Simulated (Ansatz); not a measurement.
# B (fcc type): the cost of one run

Program: Ansatz 0.2.0. Level of theory: DFT, PBE, all-electron LAPW, scalar-relativistic. These are calculated values, not measurements.

## 1. The starting structure

It takes space group Fm-3m (No. 225, cubic). Conventional cell: a = 2.165 Å, b = 2.165 Å, c = 2.165 Å, α = 90.00°, β = 90.00°, γ = 90.00°. B (site symmetry m-3m) is surrounded by 12 B at 1.53 Å.

Structure file:

```
B
1.0
     0.00000    1.08246    1.08246
     1.08246    0.00000    1.08246
     1.08246    1.08246    0.00000
B
1
Cartesian
  0.0000 0.0000 0.0000
```

## 2. Fcc relaxed under pressure, LAPW

input.yaml reads:

```yaml
crystal:
  lattice:
    - [0.0, 1.0824565923, 1.0824565923]
    - [1.0824565923, 0.0, 1.0824565923]
    - [1.0824565923, 1.0824565923, 0.0]
  atoms:
    - { symbol: B, position: [0.0, 0.0, 0.0] }
kpoints:
  mp_grid: { grid: [29, 29, 29] }
scf:
  occupations: { method: fermi_dirac, width: 0.1 }
hamiltonian:
  xc: pbe
  pseudopotentials: { kind: all_electron, lapw: { basis_error: 0.0005 } }
output:
  forces: true
  stress: true
  eigenvalues: true
relax:
  f_tol: 0.005
  max_steps: 12
  cell: { p_target: 1000.0, stress_tol: 0.5 }
```

On the command line:

```bash
> ansatz run input.yaml --threads 1 --pin off --max-ram 3584MiB --backend cpu --events-out ev --progress --plain --runs-dir out
```

What time and memory should one allow on 1 thread of Intel Xeon Platinum 8375C at 2.90GHz (Ice Lake), shared host?

About 23 s, with a peak of 0.41 GiB.
